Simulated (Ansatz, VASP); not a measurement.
Given: the input of a run of VASP 6.6.1 on Ti.

INCAR

```
PREC     = Accurate       # precision mode
ENCUT    = 520            # plane-wave cutoff, eV
EDIFF    = 1E-6           # SCF threshold, eV
ISMEAR   = -1             # smearing method
SIGMA    = 0.05           # smearing width, eV
LREAL    = False          # projectors in reciprocal space
LASPH    = True           # aspherical terms in the spheres
NELM     = 100            # most SCF steps
ALGO     = Fast           # electronic algorithm
ISIF     = 2              # what is computed and relaxed
LWAVE    = False          # write WAVECAR
LCHARG   = False          # write CHGCAR
GGA      = CA             # functional
NBANDS   = 12             # bands
```

The input KPOINTS:

```
regular mesh
0
Gamma
  11 11 11
```

The input POSCAR:

```
Ti
1.0
    0.0000000000      2.0698140295      2.0698140295
    2.0698140295      0.0000000000      2.0698140295
    2.0698140295      2.0698140295      0.0000000000
Ti
1
Direct
    0.0000000000      0.0000000000      0.0000000000
```

Potentials or basis: VASP PAW LDA potentials, release 64 (Ti_sv).

Command:

```sh
$ cat potpaw_LDA.64/Ti_sv/POTCAR > POTCAR
$ mpirun -np 1 vasp_std > vasp.out
```

Set up the same calculation for Ansatz 0.2.0. Potentials there: all-electron LAPW, scalar-relativistic.

As run (the cutoff follows the program's own potentials):

File input.yaml:

```yaml
crystal:
  lattice:
    - [0.0, 2.0698140295, 2.0698140295]
    - [2.0698140295, 0.0, 2.0698140295]
    - [2.0698140295, 2.0698140295, 0.0]
  atoms:
    - { symbol: Ti, position: [0.0, 0.0, 0.0] }
kpoints:
  mp_grid: { grid: [11, 11, 11] }
scf:
  occupations: { method: fermi_dirac, width: 0.05 }
hamiltonian:
  xc: lda
  pseudopotentials: { kind: all_electron, lapw: { basis_error: 0.001 } }
output:
  forces: true
  stress: true
  eigenvalues: true
```

Potentials or basis: all-electron LAPW, scalar-relativistic.

Run with:

```sh
$ ansatz run input.yaml --threads 1 --pin off --max-ram 3072MiB --backend cpu --events-out ev --progress --plain --runs-dir out
```

Both were run:

|  | VASP | Ansatz | Ansatz less VASP |
| --- | --- | --- | --- |
| gap on the k mesh at the Fermi level (eV) | none | none | - |
| pressure (GPa) | -10.6 | -10.6 | +0.05 |

A gap of «none» marks a metal or a gap that the smearing closes. Ansatz ran all-electron here, so the differences hold the error of VASP's frozen core and of both bases.
